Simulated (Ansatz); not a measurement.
Molecular dynamics on a 2×2×2 supercell (16 atoms) of CaSe (Fm-3m), relaxed with r2SCAN. Forces come from r2SCAN in Ansatz 0.2.0: a Langevin thermostat at fixed volume, 100 K, steps of 2 fs. Spin polarisation is off, nuclei are classical, and the run is far too short for thermal averages.

```yaml
crystal:
  lattice:
    - [0.0, 5.9350612034, 5.9350612034]
    - [5.9350612034, 0.0, 5.9350612034]
    - [5.9350612034, 5.9350612034, 0.0]
  atoms:
    - { symbol: Ca, position: [0.0, 0.0, 0.0] }
    - { symbol: Se, position: [0.25, 0.25, 0.25] }
    - { symbol: Ca, position: [0.0, 0.0, 0.5] }
    - { symbol: Se, position: [0.25, 0.25, 0.75] }
    - { symbol: Ca, position: [0.0, 0.5, 0.0] }
    - { symbol: Se, position: [0.25, 0.75, 0.25] }
    - { symbol: Ca, position: [0.0, 0.5, 0.5] }
    - { symbol: Se, position: [0.25, 0.75, 0.75] }
    - { symbol: Ca, position: [0.5, 0.0, 0.0] }
    - { symbol: Se, position: [0.75, 0.25, 0.25] }
    - { symbol: Ca, position: [0.5, 0.0, 0.5] }
    - { symbol: Se, position: [0.75, 0.25, 0.75] }
    - { symbol: Ca, position: [0.5, 0.5, 0.0] }
    - { symbol: Se, position: [0.75, 0.75, 0.25] }
    - { symbol: Ca, position: [0.5, 0.5, 0.5] }
    - { symbol: Se, position: [0.75, 0.75, 0.75] }
kpoints:
  mp_grid: { grid: [2, 2, 2] }
hamiltonian:
  xc: r2scan
scf:
  occupations: { method: fermi_dirac, width: 0.02 }
md:
  ensemble: nvt_langevin
  temperature: 100
  timestep: 2.0
  n_steps: 20
  initial_velocities: maxwell_boltzmann
  seed: 1188
```

Command: `ansatz run input.yaml --threads 4 --pin off --max-ram 3686MiB --backend cpu --events-out ev --progress --plain --runs-dir out`. Wall time 5.5 min on 4 threads of Arm Neoverse V1, with other jobs on the host; peak host memory 2.8 GiB.

```
step  t (fs)  T (K)  free energy F from step 0 (meV/atom)  kinetic energy (meV/atom)  largest force (eV/Å)
   0       0     94                                   0.0                       12.1                  0.00
   1       2     91                                   0.0                       11.8                  0.04
   2       4     84                                   0.2                       10.8                  0.08
   3       6     77                                   0.3                       10.0                  0.11
   4       8     79                                   0.6                       10.2                  0.14
   5      10     82                                   0.9                       10.6                  0.18
   6      12     75                                   1.3                        9.7                  0.21
   7      14     82                                   1.7                       10.7                  0.23
   8      16     77                                   2.2                        9.9                  0.26
   9      18     78                                   2.7                       10.1                  0.28
  10      20     66                                   3.2                        8.6                  0.30
  11      22     59                                   3.7                        7.7                  0.31
  12      24     53                                   4.1                        6.8                  0.32
  13      26     47                                   4.6                        6.0                  0.33
  14      28     46                                   4.9                        5.9                  0.33
  15      30     42                                   5.3                        5.4                  0.34
  16      32     47                                   5.6                        6.1                  0.34
  17      34     56                                   5.9                        7.2                  0.35
  18      36     62                                   6.2                        8.0                  0.36
  19      38     64                                   6.5                        8.3                  0.37
  20      40     61                                   6.9                        7.9                  0.38
```

The temperature starts at 94 K, is lowest at step 15 (42 K, 30 fs) and ends at 61 K. The thermostat hasn't had time to restore it. The atoms start on their lattice sites with kinetic energy alone, so much of it first passes into potential energy. By the last step the atoms have moved 0.06 Å in the root mean square, the drift of the whole cell taken out, 0.08 Å at most.

Positions (Å) and forces (eV/Å) at step 20:
```
Ca  -0.049   0.002  -0.001     0.193   0.053  -0.002
Se   3.003   2.990   2.951    -0.219  -0.021   0.144
Ca   2.975   2.939  -0.009    -0.094   0.018   0.124
Se   5.955   5.877   2.957    -0.168   0.325  -0.035
Ca   2.942   0.079   2.977     0.117  -0.184   0.016
Se   5.938   2.972   5.955    -0.047  -0.121  -0.042
Ca   5.932   2.954   2.911     0.057  -0.088   0.265
Se   8.870   5.918   5.939     0.058   0.083   0.080
Ca  -0.059   3.006   2.999     0.272  -0.109  -0.179
Se   2.991   5.895   5.986    -0.170   0.138  -0.252
Ca   2.993   5.908   2.961    -0.177   0.123   0.123
Se   5.957   8.903   5.915    -0.081  -0.083   0.052
Ca   2.960   2.947   5.998     0.111   0.066  -0.167
Se   5.905   5.931   8.942     0.177   0.083  -0.193
Ca   5.914   5.907   5.875     0.051   0.012   0.290
Se   8.905   8.962   8.964    -0.078  -0.294  -0.224
```
